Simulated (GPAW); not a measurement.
# TePb (Fm-3m) in GPAW: further runs, part 2 of 2

GPAW 26.7.0. The steps go on from the part before.

**3. Relaxation of cell and atoms, RPBE**

Contents of run.py:

```python
from ase.filters import FrechetCellFilter
from ase.io import read, write
from ase.optimize import BFGS
from gpaw import GPAW, PW

atoms = read('POSCAR')

calc = GPAW(mode=PW(600),
            xc='RPBE',
            kpts={'size': (7, 7, 7), 'gamma': True},
            occupations={'name': 'fermi-dirac', 'width': 0.05},
            nbands=19,
            convergence={'density': 1e-05, 'forces': 0.0001},
            maxiter=150,
            txt='gpaw.txt')
atoms.calc = calc
opt = BFGS(FrechetCellFilter(atoms), trajectory='relax.traj', logfile='-')
done = opt.run(fmax=0.02, steps=100)
calc.write('gs.gpw')
write('result.traj', atoms)
print('Converged:', done)
print('Cell:', atoms.cell.cellpar().round(4))
print('Volume:', round(atoms.get_volume(), 4))
print(atoms.get_scaled_positions().round(5))
```

Contents of POSCAR:

```
TePb
1.0
    0.0000000000      3.2310000000      3.2310000000
    3.2310000000      0.0000000000      3.2310000000
    3.2310000000      3.2310000000      0.0000000000
Pb Te
1 1
Direct
    0.0000000000      0.0000000000      0.0000000000
    0.5000000000      0.5000000000      0.5000000000
```

Potentials or basis: the program's PAW data sets (release 1.2.1) made for this functional, pw.

Started as:

```console
$ OMP_NUM_THREADS=1 python run.py
```

It took 63 s on 1 thread of Arm Neoverse V2, shared host; peak memory 0.23 GiB.

It converged, with:

```
Free energy                            : -7.1299 eV
Relaxed volume                         : 36.59 Å³/atom
Relaxed cell                           : a = 4.695 Å, b = 4.695 Å, c = 4.695 Å, α = 60.00°, β = 60.00°, γ = 60.00°
Space group after relaxing (to 0.05 Å) : Fm-3m (No. 225)
Energy gained by relaxing              : 28.1 meV/atom
Ionic steps                            : 4
Pressure after relaxing                : 0.0 GPa
```

Step by step:
```
step  energy change (eV)  largest force (eV/Å)  pressure (GPa)  volume (Å³)
   1              0.0000                0.0000            3.36        67.46
   2             -0.0193                0.0000            2.64        68.49
   3             -0.0559                0.0000            0.22        72.76
   4             -0.0562                0.0000            0.02        73.18
```

Final structure:
```
Pb Te
1.0
     0.00000    3.31984    3.31984
     3.31984    0.00000    3.31984
     3.31984    3.31984    0.00000
Pb Te
1 1
Direct
  0.00000 0.00000 0.00000
  0.50000 0.50000 0.50000
```

Levels at points of the mesh, in eV from the Fermi level:
```tsv
k point	band 6	band 7	band 8	band 9	band 10	band 11	band 12	band 13	band 14	band 15
(0.00, 0.00, 0.00)	-11.86	-6.21	-1.60	-1.60	-1.60	3.46	3.46	3.46	5.50	5.50
```

Caveat: this odd mesh misses L, where the gap lies, so gap, dielectric constants and Born charges aren't listed; later steps reuse the first step's grids. RPBE and its kin give volumes clearly too large for solids.

**4. Relaxation of cell and atoms, revPBE, target pressure -1 GPa, at which the enthalpy is minimised**

run.py, as its differences from that of step 3:

```diff
@@ -3,2 +3,3 @@
 from ase.optimize import BFGS
+from ase.units import GPa
 from gpaw import GPAW, PW
@@ -8,3 +9,3 @@
 calc = GPAW(mode=PW(600),
-            xc='RPBE',
+            xc='revPBE',
             kpts={'size': (7, 7, 7), 'gamma': True},
@@ -16,4 +17,4 @@
 atoms.calc = calc
-opt = BFGS(FrechetCellFilter(atoms), trajectory='relax.traj', logfile='-')
-done = opt.run(fmax=0.02, steps=100)
+opt = BFGS(FrechetCellFilter(atoms, scalar_pressure=-1 * GPa), trajectory='relax.traj', logfile='-')
+done = opt.run(fmax=0.01, steps=40)
 calc.write('gs.gpw')
```

POSCAR is that of step 3.

Started as:

```console
$ OMP_NUM_THREADS=1 python run.py
```

It took 67 s on 1 thread of Arm Neoverse V2, shared host; peak memory 0.23 GiB.

The run converged. Its results:

| Item | Value |
| --- | --- |
| Free energy | -7.2140 eV |
| Relaxed volume | 37.28 Å³/atom |
| Relaxed cell | a = 4.724 Å, b = 4.724 Å, c = 4.724 Å, α = 60.00°, β = 60.00°, γ = 60.00° |
| Space group after relaxing (to 0.05 Å) | Fm-3m (No. 225) |
| Energy change on relaxing (the enthalpy is what falls) | -18.0 meV/atom |
| Ionic steps | 4 |
| Pressure after relaxing | -1.0 GPa |

The path:
| step | energy change (eV) | largest force (eV/Å) | pressure (GPa) | volume (Å³) |
| --- | --- | --- | --- | --- |
| 1 | 0.0000 | 0.0000 | 2.93 | 67.46 |
| 2 | -0.0190 | 0.0000 | 2.11 | 68.67 |
| 3 | -0.0394 | 0.0000 | -0.69 | 73.89 |
| 4 | -0.0360 | 0.0000 | -0.97 | 74.55 |

Final structure:
```xyz
2
Lattice="0.0000 3.3405 3.3405 3.3405 0.0000 3.3405 3.3405 3.3405 0.0000" Properties=species:S:1:pos:R:3 pbc="T T T"
Pb    0.0000    0.0000    0.0000
Te    3.3405    3.3405    3.3405
```

Levels at points of the mesh, in eV from the Fermi level:
```
           k point  band 8  band 9  band 10  band 11  band 12  band 13
(0.00, 0.00, 0.00)   -1.54   -1.54    -1.54     3.42     3.42     3.42
```

Caveat: this odd mesh misses L, where the gap lies, so gap, dielectric constants and Born charges aren't listed; later steps reuse the first step's grids. Spin-orbit coupling is left out, which matters for the levels of Pb, Te.

**5. Relaxation of cell and atoms, BLYP**

Contents of run.py:

```python
from ase.filters import FrechetCellFilter
from ase.io import read, write
from ase.optimize import LBFGS
from gpaw import GPAW, PW, setup_paths

setup_paths.insert(0, '.')

atoms = read('POSCAR')

calc = GPAW(mode=PW(600),
            xc='BLYP',
            kpts={'size': (7, 7, 7), 'gamma': True},
            occupations={'name': 'fermi-dirac', 'width': 0.05},
            nbands=19,
            convergence={'density': 1e-05, 'forces': 0.0001},
            eigensolver='davidson',
            maxiter=150,
            txt='gpaw.txt')
atoms.calc = calc
opt = LBFGS(FrechetCellFilter(atoms), trajectory='relax.traj', logfile='-')
done = opt.run(fmax=0.05, steps=100)
calc.write('gs.gpw')
write('result.traj', atoms)
print('Converged:', done)
print('Cell:', atoms.cell.cellpar().round(4))
print('Volume:', round(atoms.get_volume(), 4))
print(atoms.get_scaled_positions().round(5))
```

POSCAR is that of step 4.

Potentials or basis: PAW data sets generated in the run's folder for this functional, pw.

Started as:

```console
$ gpaw-setup -f BLYP Pb Te
$ OMP_NUM_THREADS=1 python run.py
```

Wall time 66 s (1 thread of Arm Neoverse V2, shared host); peak memory 0.23 GiB.

It converged, with:

```yaml
Free_energy: -6.6705 eV
Relaxed_volume: 37.95 Å³/atom
Relaxed_cell: a = 4.752 Å, b = 4.752 Å, c = 4.752 Å, α = 60.00°, β = 60.00°, γ = 60.00°
Space_group_after_relaxing_to_0.05_Å: Fm-3m (No. 225)
Energy_gained_by_relaxing: 60.6 meV/atom
Ionic_steps: 4
Pressure_after_relaxing: 0.0 GPa
```

Step by step:
```
step  energy change (eV)  largest force (eV/Å)  pressure (GPa)  volume (Å³)
   1              0.0000                0.0000            5.06        67.46
   2             -0.0434                0.0000            3.89        69.02
   3             -0.1200                0.0000            0.42        75.05
   4             -0.1213                0.0000            0.05        75.90
```

Final structure:
```
CELL_PARAMETERS angstrom
0.00000 3.36046 3.36046
3.36046 0.00000 3.36046
3.36046 3.36046 0.00000
ATOMIC_POSITIONS crystal
Pb 0.00000 0.00000 0.00000
Te 0.50000 0.50000 0.50000
```

Levels at points of the mesh, in eV from the Fermi level:
```tsv
k point	band 8	band 9	band 10	band 11	band 12	band 13
(0.00, 0.00, 0.00)	-1.50	-1.50	-1.50	3.26	3.26	3.26
```

Caveat: this odd mesh misses L, where the gap lies, so gap, dielectric constants and Born charges aren't listed; later steps reuse the first step's grids; the volume moved by +13 % from the deposited cell, more than functionals usually miss.

**6. Single point, PBE**

Contents of run.py:

```python
from ase import Atoms
from ase.dft.bandgap import bandgap
from ase.io import write
from ase.units import GPa
from gpaw import GPAW, PW

atoms = Atoms(['Pb', 'Te'],
              cell=[[0.0, 3.231, 3.231],
                    [3.231, 0.0, 3.231],
                    [3.231, 3.231, 0.0]],
              scaled_positions=[[0.0, 0.0, 0.0],
                                [0.5, 0.5, 0.5]],
              pbc=True)

calc = GPAW(mode=PW(600),
            xc='PBE',
            kpts={'size': (7, 7, 7), 'gamma': True},
            occupations={'name': 'methfessel-paxton', 'order': 0, 'width': 0.012},
            nbands=19,
            convergence={'density': 1e-05, 'energy': 1e-05},
            maxiter=150,
            txt='gpaw.txt')
atoms.calc = calc
energy = atoms.get_potential_energy()
forces = atoms.get_forces()
stress = atoms.get_stress()
calc.write('gs.gpw')
write('result.traj', atoms)
print(f'Energy: {energy:.6f} eV')
print('Forces (eV/A):')
print(forces.round(4))
print('Stress (GPa):', (stress / GPa).round(3))
print('Fermi level:', round(calc.get_fermi_level(), 4), 'eV')
print(f'Gap: {bandgap(calc)[0]:.4f} eV, direct: {bandgap(calc, direct=True)[0]:.4f} eV')
```

Potentials or basis: GPAW PAW data sets (gpaw-data 1.2.1), pw.

Started as:

```console
$ OMP_NUM_THREADS=1 python run.py
```

Run time: 15 s. Hardware: 1 thread of Arm Neoverse V2, shared host; peak memory 0.17 GiB.

Results (log left out):

```yaml
Free_energy: -7.8016 eV
Pressure: 1.8 GPa
```

Levels at points of the mesh, in eV from the Fermi level:
```csv
k point,band 6,band 7,band 8,band 9,band 10,band 11,band 12,band 13,band 14,band 15
"(0.00, 0.00, 0.00)",-12.58,-6.11,-1.95,-1.95,-1.95,3.47,3.47,3.47,5.24,5.24
```

Caveat: this odd mesh misses L, where the gap lies, so gap, dielectric constants and Born charges aren't listed. The run has no spin-orbit coupling, so splittings on Pb, Te are missing.

**7. The runs side by side**

| task | level | potentials or basis | cell | smearing | optimizer | fmax | max steps | convergence | target pressure | pressure (GPa) | relaxed volume (Å³/atom) |
| --- | --- | --- | --- | --- | --- | --- | --- | --- | --- | --- | --- |
| relaxation of cell and atoms | PBEsol | PAW data sets generated in the run's folder for this functional, pw | relaxed | fermi-dirac 0.05 eV | LBFGS | 0.01 eV/Å | 60 | density=1e-05 forces=0.0001 | - | 0.0 | 33.18 |
| relaxation of cell and atoms | RPBE | the program's PAW data sets (release 1.2.1) made for this functional, pw | relaxed | fermi-dirac 0.05 eV | BFGS | 0.02 eV/Å | 100 | density=1e-05 forces=0.0001 | - | 0.0 | 36.59 |
| relaxation of cell and atoms | revPBE | the program's PAW data sets (release 1.2.1) made for this functional, pw | relaxed to -1 GPa | fermi-dirac 0.05 eV | BFGS | 0.01 eV/Å | 40 | density=1e-05 forces=0.0001 | -1 GPa | -1.0 | - |
| relaxation of cell and atoms | BLYP | PAW data sets generated in the run's folder for this functional, pw | relaxed | fermi-dirac 0.05 eV | LBFGS | 0.05 eV/Å | 100 | density=1e-05 forces=0.0001 | - | 0.0 | 37.95 |
| single point | PBE | GPAW PAW data sets (gpaw-data 1.2.1), pw | as given | gaussian 0.012 eV | - | - | - | - | - | 1.8 | - |

Alike in all rows: no spin polarisation; k mesh 7 × 7 × 7; cutoff (eV) 600.

Caveats: later steps reuse the first step's grids (some runs); the volume moved by +13 % from the deposited cell, more than functionals usually miss (some runs).

Absolute energies hang on the potentials; compare differences alone.
